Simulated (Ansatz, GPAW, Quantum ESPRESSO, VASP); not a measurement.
**Fitting the PBEsol energy curve of CsSnI3**

```
Cs I Sn
1.0
     6.20570    0.00000    0.00000
     0.00000    6.20570    0.00000
     0.00000    0.00000    6.20570
Cs I Sn
1 3 1
Cartesian
  0.0000 0.0000 0.0000
  3.1029 3.1029 0.0000
  3.1029 0.0000 3.1029
  0.0000 3.1029 3.1029
  3.1029 3.1029 3.1029
```

The cell was measured well above room temperature.

The cell was scaled at fixed shape and fractions and run with Ansatz, Ansatz PAW, cutoff 420 eV; PBEsol, k mesh 5 × 5 × 5 on the cell of 5 atoms, fermi-dirac occupations of 0.05 eV, no spin polarisation, no spin-orbit coupling. The potentials were made for PBE. Energies are those that the program minimises, any entropy of the smearing included.

| V (Å³/atom) | energy over the lowest row (meV/atom) |
| --- | --- |
| 44.9294 | 1.021 |
| 45.8853 | 0.000 |
| 46.8412 | ? |
| 47.7972 | 4.455 |
| 48.7531 | 9.442 |
| 49.7091 | 16.003 |
| 50.6650 | 23.962 |

Problem. Fit the third-order Birch-Murnaghan form, give V0, B0 and B′, and predict the energy left open.

Solution. With y = (V0/V)^(2/3), E = E0 + (9 V0 B0/16) [(y - 1)³ B′ + (y - 1)² (6 - 4y)]. Least squares through the rows shown give V0 = 45.8218 Å³/atom, E0 = -0.003 meV, B0 = 18.16 GPa (1 eV/Å³ = 160.218 GPa) and B′ = 4.71, with a largest miss of 0.004 meV. At V = 46.8412 the form with these constants gives 1.230 meV; the run gave 1.227 meV an atom. Other set-ups at this level, from all their volumes (Å³/atom, GPa): GPAW, PAW data sets generated for this functional: V0 45.841, B0 18.25; Ansatz, all-electron LAPW, scalar-relativistic: V0 45.828, B0 18.16; Quantum ESPRESSO, GBRV 1.5 PBEsol: V0 45.796, B0 18.18; VASP, PBE PAW files Cs_sv, I, Sn_d, 520 eV (made for PBE): V0 45.873, B0 18.14.
